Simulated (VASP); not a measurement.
# NaCl: restarted molecular dynamics, 2 variants

NaCl, P-62m (no. 189), 12 atoms in the cell. PBE, molecular dynamics; PAW potentials Cl, Na (PBE set).

| Restart from | Temperature at the end (K) | The same without a restart (K) | Potential energy at the end (eV/atom) | The same without a restart (eV/atom) | Electronic steps in the first step after the restart | Time (s) |
|---|---|---|---|---|---|---|
| CONTCAR with velocities, WAVECAR read | 937.0 | 937.0 | -3.16934 | -3.16934 | 5 | 540 |
| CONTCAR with velocities, no WAVECAR | 937.0 | 937.0 | -3.16933 | -3.16934 | 15 | 549 |

Limits: 120 fs of 12 atoms are too short for converged averages.

## Input of the first row

INCAR.step1:
```
SYSTEM = NaCl
  GGA = PE
  PREC = Normal
  ENCUT = 260
  EDIFF = 1E-6
  NELMIN = 4
  NELM = 60
  ALGO = Normal
  LREAL = Auto
  LASPH = .True.
  ISMEAR = 0
  SIGMA = 0.05
  ISYM = 0
  LWAVE = .True.
  LCHARG = .False.
  IBRION = 0
  NSW = 30
  POTIM = 2.0
  TEBEG = 1000
  ISIF = 2
  RANDOM_SEED = 805343 0 0
  MDALGO = 2
  SMASS = 0
  KPAR = 2
```

INCAR.step2, as INCAR.step1 but for:
```
- LWAVE = .True.
+ LWAVE = .False.
```

KPOINTS:
```
k-points
0
Monkhorst-Pack
  2 2 2
```

POSCAR.step1:
```
NaCl
1.0
    6.7996343451      0.0000000000      0.0000000000
   -3.3998171725      5.8886560793      0.0000000000
    0.0000000000      0.0000000000      7.0948380000
Cl Na
6 6
Direct
    0.0000000000      0.0000000000      0.2490880000
    0.0000000000      0.0000000000      0.7509120000
    0.3333333333      0.6666666667      0.2504470000
    0.3333333333      0.6666666667      0.7495530000
    0.6666666667      0.3333333333      0.7495530000
    0.6666666667      0.3333333333      0.2504470000
    0.3365710000      0.0000000000      0.0000000000
    0.6634290000      0.6634290000      0.0000000000
    0.0000000000      0.3365710000      0.0000000000
    0.6692000000      0.0000000000      0.5000000000
    0.3308000000      0.3308000000      0.5000000000
    0.0000000000      0.6692000000      0.5000000000
```

Commands (each step's output is kept before the next begins):
```
cat potpaw_PBE.64/Cl/POTCAR potpaw_PBE.64/Na/POTCAR > POTCAR
cp INCAR.step1 INCAR
cp POSCAR.step1 POSCAR
mpirun -np 2 vasp_std > vasp.out
cp CONTCAR POSCAR
cp INCAR.step2 INCAR
mpirun -np 2 vasp_std > vasp.out
```

Changes of the last row against the first:
```
(step 1)
- LWAVE = True
+ LWAVE = False
```

VASP 6.6.1 took 540 s on 2 cores (Intel Xeon Platinum 8175M @ 2.50GHz (Skylake/Cascade Lake)), a shared host.
